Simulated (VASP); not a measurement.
# ZnS (P6_3mc) in VASP: a series of runs

The runs below take ZnS through single point, with PBE.

Program: VASP 6.6.1. These are calculated values, not measurements. Logs are shortened: lines on timing, memory, paths and dates and some standing lists are left out, and cuts for length are marked.

**Experimental background.**

A printed reference work, monograph reports, for a bulk crystal of ZnS at 4 K: band gap 3.911 eV (direct).

How close the calculation comes is told below.

## 1. The cell of the first run

The structure is hexagonal, space group P6_3mc (No. 186). Conventional cell: a = 3.923 Å, b = 3.923 Å, c = 25.653 Å, α = 90.00°, β = 90.00°, γ = 120.00°. Zn (site symmetry 3m) has 4 S at 2.40 Å within 3.2 Å. Within 3.2 Å of Zn (site symmetry 3m) lie 4 S at 2.40 Å. Within 3.2 Å of Zn (site symmetry 3m) lie 4 S at 2.40 Å. Within 3.2 Å of Zn (site symmetry 3m) lie 4 S at 2.40 to 2.41 Å. S (site symmetry 3m) has 4 Zn at 2.40 Å within 3.2 Å. S (site symmetry 3m) has 4 Zn at 2.40 Å within 3.2 Å. S (site symmetry 3m) has 4 Zn at 2.40 Å within 3.2 Å. Within 3.2 Å of S (site symmetry 3m) lie 4 Zn at 2.40 to 2.41 Å.

## 2. Single point, PBE (21.37 Å³/atom)

INCAR

```
SYSTEM = ZnS
PREC = Accurate ; ENCUT = 520
EDIFF = 1E-7 ; ISMEAR = 0
SIGMA = 0.02 ; LREAL = Auto
LASPH = .TRUE. ; NELM = 80
ALGO = Normal ; ISIF = 2
LWAVE = .FALSE. ; LCHARG = .FALSE.
GGA = PE ; NBANDS = 86
```

KPOINTS

```
Automatic mesh
0
G
  12 12 2
  0 0 0
```

POSCAR

```
ZnS
1.0
    3.9231528240      0.0000000000      0.0000000000
   -1.9615764120      3.3975500085      0.0000000000
    0.0000000000      0.0000000000     25.6525998739
Zn S
8 8
Direct
    0.0000000000      0.0000000000      0.0000277079
    0.0000000000      0.0000000000      0.5000277079
    0.3333333333      0.6666666667      0.1249477571
    0.6666666667      0.3333333333      0.6249477571
    0.3333333333      0.6666666667      0.3751316846
    0.6666666667      0.3333333333      0.8751316846
    0.3333333333      0.6666666667      0.7500394810
    0.6666666667      0.3333333333      0.2500394810
    0.0000000000      0.0000000000      0.0937294558
    0.0000000000      0.0000000000      0.5937294558
    0.3333333333      0.6666666667      0.2186382885
    0.6666666667      0.3333333333      0.7186382885
    0.3333333333      0.6666666667      0.4688022166
    0.6666666667      0.3333333333      0.9688022166
    0.3333333333      0.6666666667      0.8438834086
    0.6666666667      0.3333333333      0.3438834086
```

Potentials or basis: VASP PAW PBE potentials, release 64 (Zn, S).

On the command line:

```
$ cat potpaw_PBE.64/Zn/POTCAR potpaw_PBE.64/S/POTCAR > POTCAR
$ mpirun -np 1 vasp_std > vasp.out
```

OUTCAR:

```text
SYSTEM = ZnS
   PREC = Accurate
   ENCUT = 520
   EDIFF = 1E-7
   ISMEAR = 0
   LREAL = Auto
   LASPH = .TRUE.
   NELM = 80
   ISIF = 2
   GGA = PE

 ion  position               nearest neighbor table
   1  0.000  0.000  0.000-  14 2.40  14 2.40  14 2.40   9 2.40
   2  0.000  0.000  0.500-  13 2.40  13 2.40  13 2.40  10 2.40
   3  0.333  0.667  0.125-   9 2.40   9 2.40   9 2.40  11 2.40
   4  0.667  0.333  0.625-  10 2.40  10 2.40  10 2.40  12 2.40
   5  0.333  0.667  0.375-  16 2.40  16 2.40  16 2.40  13 2.40
   6  0.667  0.333  0.875-  15 2.40  15 2.40  15 2.40  14 2.40
[... 8 lines left out ...]
  15  0.333  0.667  0.844-   6 2.40   6 2.40   6 2.40   7 2.41
  16  0.667  0.333  0.344-   5 2.40   5 2.40   5 2.40   8 2.41

  LATTYP: Found a hexagonal cell.
 ALAT       =     3.9231528240
 C/A-ratio  =     6.5387714995

  Lattice vectors:

 A1 = (   3.9231528240,   0.0000000000,   0.0000000000)
 A2 = (  -1.9615764120,   3.3975500085,   0.0000000000)
 A3 = (   0.0000000000,   0.0000000000,  25.6525998739)

Analysis of symmetry for initial positions (statically):
=====================================================================
 Subroutine PRICEL returns:
 Original cell was already a primitive cell.

 Routine SETGRP: Setting up the symmetry group for a
 hexagonal supercell.

 Subroutine GETGRP returns: Found 12 space group operations
 (whereof  6 operations were pure point group operations)
 out of a pool of 24 trial point group operations.

The static configuration has the point symmetry C_3v.
 The point group associated with its full space group is C_6v.

Analysis of symmetry for dynamics (positions and initial velocities):
=====================================================================
 Subroutine PRICEL returns:
 Original cell was already a primitive cell.

 Routine SETGRP: Setting up the symmetry group for a
 hexagonal supercell.

 Subroutine GETGRP returns: Found 12 space group operations
 (whereof  6 operations were pure point group operations)
 out of a pool of 24 trial point group operations.

The dynamic configuration has the point symmetry C_3v.
 The point group associated with its full space group is C_6v.

 Subroutine INISYM returns: Found 12 space group operations
 (whereof  6 operations are pure point group operations),
 and found     1 'primitive' translations

----------------------------------------------------------------------------------------

                                     Primitive cell

  volume of cell :     341.9263
[... 124 lines left out ...]
   ISYM   =      2    0-nonsym 1-usesym 2-fastsym
   POTIM  = 0.5000    time-step for ionic-motion
   TEBEG  =    0.0;   TEEND  =   0.0 temperature during run
   PSTRESS=    0.0 pullay stress
   NELECT =     144.0000    total number of electrons
   NUPDOWN=      -1.0000    fix difference up-down
   EMIN   =  10.00;   EMAX   =-10.00  energy-range for DOS
   EFERMI =   0.00;   METHOD = LEGACY
   ISMEAR =     0;   SIGMA  =   0.02  broadening in eV -4-tet -1-fermi 0-gaus
   EFERMI_NEDOS =   21; number of points for ismear=-14 and -15
   IALGO  =     38    algorithm
   IMIX   =      4    mixing-type and parameters
     AMIX     =   0.40;   BMIX     =  1.00
     AMIX_MAG =   1.60;   BMIX_MAG =  1.00
  volume/ion in A,a.u.               =      21.37       144.21
  Fermi-wavevector in a.u.,A,eV,Ry     =   1.227114  2.318909 20.487765  1.505808
  Thomas-Fermi vector in A             =   2.362089
   LORBIT       =      0    0 simple, 1 ext, 2 COOP (PROOUT), +10 PAW based schemes
   GGA     = PE    functional components
   LHFCALC =     F    Hartree Fock is set to
   AEXX    =    0.0000 exact exchange contribution
   IVDW    =     0    specifies the selected vdW correction
   LEPSILON=     F    determine dielectric tensor
   LRPA    =     F    only Hartree local field effects (RPA)
 non-spin polarized calculation
 Gauss-broadening in eV      SIGMA  =   0.02
  energy-cutoff  :      520.00
  volume of cell :      341.93
 maximum number of plane-waves:      9288
 NGX is ok and might be reduce to    30
   NGX = 15   NGY = 15   NGZ = 95

 number of electron     143.9999995 magnetization

 Free energy of the ion-electron system (eV)
  ---------------------------------------------------
  ext. energy  EPLUGINS =         0.00000000
  ---------------------------------------------------
  free energy    TOTEN  =       -54.61174591 eV

  energy without entropy =      -54.61174591  energy(sigma->0) =      -54.61174591

 E-fermi :   1.5395     XC(G=0):  -9.2571

 val. band max:        1.4001453642   @ k =   0.0000   0.0000   0.0000
 cond. band min:       3.1855598099   @ k =   0.0000   0.0000   0.0000
 fundamental gap:      1.7854144457
 Fermi energy:         1.5394622799

 k-point     1 :       0.0000    0.0000    0.0000
  band No.  band energies     occupation
      1     -11.2219      2.00000
      2     -11.1241      2.00000
      3     -11.1172      2.00000
      4     -10.8609      2.00000
      5     -10.8564      2.00000
      6     -10.5701      2.00000
[... 2077 lines left out ...]
     83       6.8979      0.00000
     84       6.8979      0.00000

 [... further k-points ...]

 [bands above 84 left out]

------------------------ aborting loop because EDIFF is reached ----------------------------------------

  FORCE on cell =-STRESS in cart. coord.  units (eV):
  Direction    XX          YY          ZZ          XY          YZ          ZX
  --------------------------------------------------------------------------------------
  -------------------------------------------------------------------------------------
  Total       -7.3009075     -7.3009075     -7.2976572      0.0000000      0.0000000      0.0000000
  in kB      -34.2101486    -34.2101486    -34.1949185      0.0000000      0.0000000      0.0000000
  external PRESSURE =     -34.2050719 kB  Pullay stress =       0.0000000 kB

 VOLUME and BASIS-vectors are now :
 -----------------------------------------------------------------------------
  energy-cutoff  :      520.00
  volume of cell :      341.93
      direct lattice vectors                 reciprocal lattice vectors
     3.923152824  0.000000000  0.000000000     0.254897029  0.147164868  0.000000000
    -1.961576412  3.397550009  0.000000000     0.000000000  0.294329737  0.000000000
     0.000000000  0.000000000 25.652599874     0.000000000  0.000000000  0.038982404

 POSITION                                       TOTAL-FORCE (eV/Angst)
 -----------------------------------------------------------------------------------
      0.00000      0.00000      0.00071        -0.000000     -0.000000     -0.000053
      0.00000      0.00000     12.82701        -0.000000     -0.000000     -0.000053
     -0.00000      2.26503      3.20523         0.000000      0.000000     -0.000321
      1.96158      1.13252     16.03153         0.000000     -0.000000     -0.000321
     -0.00000      2.26503      9.62310         0.000000      0.000000     -0.004577
      1.96158      1.13252     22.44940        -0.000000      0.000000     -0.004577
[... 8 lines left out ...]
     -0.00000      2.26503     21.64780        -0.000000      0.000000      0.001590
      1.96158      1.13252      8.82150         0.000000     -0.000000      0.001590
 -----------------------------------------------------------------------------------
    total drift:                               -0.000002     -0.000004     -0.003936

  FREE ENERGIE OF THE ION-ELECTRON SYSTEM (eV)
  ---------------------------------------------------
  free  energy   TOTEN  =       -54.6117459051 eV

  energy  without entropy=      -54.6117459051  energy(sigma->0) =      -54.61174591
```

OSZICAR:

```text
N       E                     dE             d eps       ncg     rms          rms(c)
DAV:   1     0.130838698435E+04    0.13084E+04   -0.64172E+04  6536   0.197E+03
DAV:   2     0.171499633655E+03   -0.11369E+04   -0.10940E+04  6536   0.482E+02
DAV:   3    -0.421789452801E+02   -0.21368E+03   -0.20613E+03  7246   0.179E+02
[... 13 lines left out ...]
DAV:  17    -0.546117453402E+02    0.15182E-05   -0.10000E-05  8520   0.232E-02    0.460E-03
DAV:  18    -0.546117455865E+02   -0.24636E-06   -0.25861E-06  7248   0.878E-03    0.512E-03
DAV:  19    -0.546117457051E+02   -0.11852E-06   -0.19131E-07  4584   0.468E-03    0.381E-03
DAV:  20    -0.546117458441E+02   -0.13903E-06   -0.21649E-07  4512   0.199E-03    0.200E-03
DAV:  21    -0.546117459051E+02   -0.61047E-07   -0.54038E-08  3922   0.217E-03
   1 F= -.54611746E+02 E0= -.54611746E+02  d E =-.661828E-25
```

Wall time 62 min (1 thread of Oxide Virtual Turin-like, shared host); peak memory 0.83 GiB.

Results:

| Property | Result |
| --- | --- |
| Free energy | -54.6117 eV |
| Pressure | -3.4 GPa |
| Largest force | 0.006 eV/Å |
| Band gap on the k mesh | 1.79 eV |

Forces on the atoms (eV/Å):
```
Zn   0.000  0.000  0.000
Zn   0.000  0.000  0.000
Zn   0.000  0.000  0.000
Zn   0.000  0.000  0.000
Zn   0.000  0.000 -0.005
Zn   0.000  0.000 -0.005
Zn   0.000  0.000 -0.003
Zn   0.000  0.000 -0.003
S    0.000  0.000  0.001
S    0.000  0.000  0.001
S    0.000  0.000  0.006
S    0.000  0.000  0.006
S    0.000  0.000  0.000
S    0.000  0.000  0.000
S    0.000  0.000  0.002
S    0.000  0.000  0.002
```

Levels at points of the mesh, in eV from the valence-band top:
| k point | band 68 | band 69 | band 70 | band 71 | band 72 | band 73 | band 74 | band 75 | band 76 | band 77 |
| --- | --- | --- | --- | --- | --- | --- | --- | --- | --- | --- |
| (0.00, 0.00, 0.00) | -0.12 | -0.12 | -0.02 | 0.00 | 0.00 | 1.79 | 2.60 | 2.67 | 3.08 | 3.13 |
| (0.50, 0.00, 0.00) | -1.13 | -0.96 | -0.96 | -0.89 | -0.76 | 3.22 | 3.37 | 3.72 | 3.83 | 3.90 |
| (0.00, 0.00, 0.50) | -0.26 | -0.03 | -0.03 | -0.03 | -0.03 | 2.09 | 2.09 | 3.05 | 3.05 | 3.11 |
| (0.50, 0.00, 0.50) | -1.17 | -0.99 | -0.99 | -0.81 | -0.81 | 3.34 | 3.34 | 3.64 | 3.64 | 3.93 |

Caveat: the cell stands under tension.

## 3. Single point, PBE

This run uses another cell than the first one, of 20.16 Å³/atom.

INCAR

```
SYSTEM = ZnS
  PREC = Accurate
  ENCUT = 520
  EDIFF = 1E-7
  ISMEAR = 0
  SIGMA = 0.02
  LREAL = Auto
  LASPH = .True.
  NELM = 100
  ALGO = Normal
  ISIF = 2
  LWAVE = .False.
  LCHARG = .False.
  GGA = PE
  NBANDS = 86
```

KPOINTS

```
regular mesh
0
Gamma
  12 12 2
  0 0 0
```

Edit POSCAR of step 2 so:

```diff
@@ -2,5 +2,5 @@
 1.0
-    3.9231528240      0.0000000000      0.0000000000
-   -1.9615764120      3.3975500085      0.0000000000
-    0.0000000000      0.0000000000     25.6525998739
+    3.8476887871      0.0000000000      0.0000000000
+   -1.9238443935      3.3321962354      0.0000000000
+    0.0000000000      0.0000000000     25.1591577803
 Zn S
```

Potentials or basis: VASP PAW PBE potentials, release 64 (Zn, S).

On the command line:

```
$ cat potpaw_PBE.64/Zn/POTCAR potpaw_PBE.64/S/POTCAR > POTCAR
$ mpirun -np 1 vasp_std > vasp.out
```

Wall time 56 min (1 thread of Oxide Virtual Turin-like, shared host); peak memory 0.79 GiB.

Results (log left out):

```yaml
Free_energy: -54.8157 eV
Pressure: 0.4 GPa
Band_gap_on_the_k_mesh: 2.04 eV
```

Forces on the atoms (eV/Å):
```
Zn   0.000  0.000  0.001
Zn   0.000  0.000  0.001
Zn   0.000  0.000  0.001
Zn   0.000  0.000  0.001
Zn   0.000  0.000  0.002
Zn   0.000  0.000  0.002
Zn   0.000  0.000 -0.001
Zn   0.000  0.000 -0.001
S    0.000  0.000 -0.001
S    0.000  0.000 -0.001
S    0.000  0.000 -0.002
S    0.000  0.000 -0.002
S    0.000  0.000 -0.002
S    0.000  0.000 -0.002
S    0.000  0.000  0.002
S    0.000  0.000  0.002
```

Levels at points of the mesh, in eV from the valence-band top:
| k point | band 69 | band 70 | band 71 | band 72 | band 73 | band 74 | band 75 | band 76 |
| --- | --- | --- | --- | --- | --- | --- | --- | --- |
| (0.00, 0.00, 0.00) | -0.14 | -0.02 | 0.00 | 0.00 | 2.04 | 2.84 | 2.91 | 3.20 |
| (0.50, 0.00, 0.00) | -1.06 | -1.06 | -0.98 | -0.84 | 3.30 | 3.38 | 3.70 | 3.86 |
| (0.00, 0.00, 0.50) | -0.04 | -0.04 | -0.04 | -0.04 | 2.34 | 2.34 | 3.22 | 3.22 |
| (0.50, 0.00, 0.50) | -1.09 | -1.09 | -0.90 | -0.90 | 3.43 | 3.43 | 3.61 | 3.61 |

## 4. Against experiment

Step 3. Measured gap of ZnS: 3.911 eV (direct; 4 K; a printed reference work, monograph). This calculation gives 2.04 eV (-1.87 eV). The value is that of PBE on a finite k mesh, which can miss the band edges, without temperature or zero-point motion. Semilocal functionals fall short of measured gaps as a rule.
